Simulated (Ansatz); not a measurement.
# KF: a trigonal deformation path

One table from this session's results is given with a row withheld; the runs are named, their logs left out.

Program: Ansatz 0.2.0. Level of theory: DFT PBE, scalar-relativistic, plane waves, PAW. These are calculated values, not measurements.

## Starting point

The structure is cubic, space group Fm-3m (No. 225). The conventional cell has a = 5.347 Å, b = 5.347 Å, c = 5.347 Å, α = 90.00°, β = 90.00°, γ = 90.00°. Around K (site symmetry m-3m) lie 6 F at 2.67 Å. Around F (site symmetry m-3m) lie 6 K at 2.67 Å.

Structure file:

```xyz
2
Lattice="0.0000 2.6735 2.6735 2.6735 0.0000 2.6735 2.6735 2.6735 0.0000" Properties=species:S:1:pos:R:3 pbc="T T T"
K     0.0000    0.0000    0.0000
F     2.6735    2.6735    2.6735
```

The cell is taken as given, not relaxed at this level.

The first run:

Input file input.yaml:

```yaml
crystal:
  lattice:
    - [0.0, 2.6735, 2.6735]
    - [2.6735, 0.0, 2.6735]
    - [2.6735, 2.6735, 0.0]
  atoms:
    - { symbol: K, position: [0.0, 0.0, 0.0] }
    - { symbol: F, position: [0.5, 0.5, 0.5] }
basis:
  ecutwfc: 420
kpoints:
  mp_grid: { grid: [8, 8, 8] }
hamiltonian:
  xc: pbe
scf:
  occupations: { method: gaussian, width: 0.05 }
output:
  forces: true
  stress: true
  eigenvalues: true
  write_density: true
  write_potential: true
  elf: true
  volumetric_format: npy
```

Command:

```sh
$ ansatz run input.yaml --threads 1 --pin off --max-ram 2560MiB --backend cpu --events-out ev --progress --plain --runs-dir out
```

Steps of the session up to this table: Zero of the scan; Point ρ = 0.500; Point ρ = 2.000; At ρ = 0.710; Point ρ = 1.410; ρ = 0.600; ρ = 0.850; At ρ = 1.200; ρ = 1.700; At ρ = 0.930; At ρ = 1.080.

One table of the session follows, with a row left open; its other results are not shown here.

The scan, with free energies counted from the undisturbed cell:

| ρ | ΔE (meV/atom) | pressure (GPa) | gap on the mesh (eV) |
| --- | --- | --- | --- |
| 0.500 | 115.8 | -2.6 | 5.64 |
| 0.600 | 104.9 | -1.8 | 5.67 |
| 0.710 | 69.4 | -0.4 | 5.76 |
| 0.850 | 21.7 | 0.9 | 5.99 |
| 0.930 | ? | ? | ? |
| 1.000 | 0.0 | 1.3 | 6.17 |
| 1.080 | 7.0 | 1.2 | 6.11 |
| 1.200 | 45.0 | 0.8 | 5.89 |
| 1.410 | 197.0 | -0.3 | 5.14 |
| 1.700 | 585.0 | -1.3 | 3.53 |
| 2.000 | 1172.6 | -0.7 | 1.59 |

Estimate the missing values for ρ = 0.930.

Worked estimate for «ΔE (meV/atom)». A straight line through the neighbours (0.850, 21.7) and (1.000, 0.0) gives 21.7 + (0.0 − 21.7) × (0.930 − 0.850) / (1.000 − 0.850) = 10.1; a parabola fitted to 4 rows on both sides gives 6.1.

The run gave: ΔE (meV/atom): 5.0; pressure (GPa): 1.2; gap on the mesh (eV): 6.11. In «ΔE (meV/atom)» the line misses by +5.1 and the parabola by +1.1.
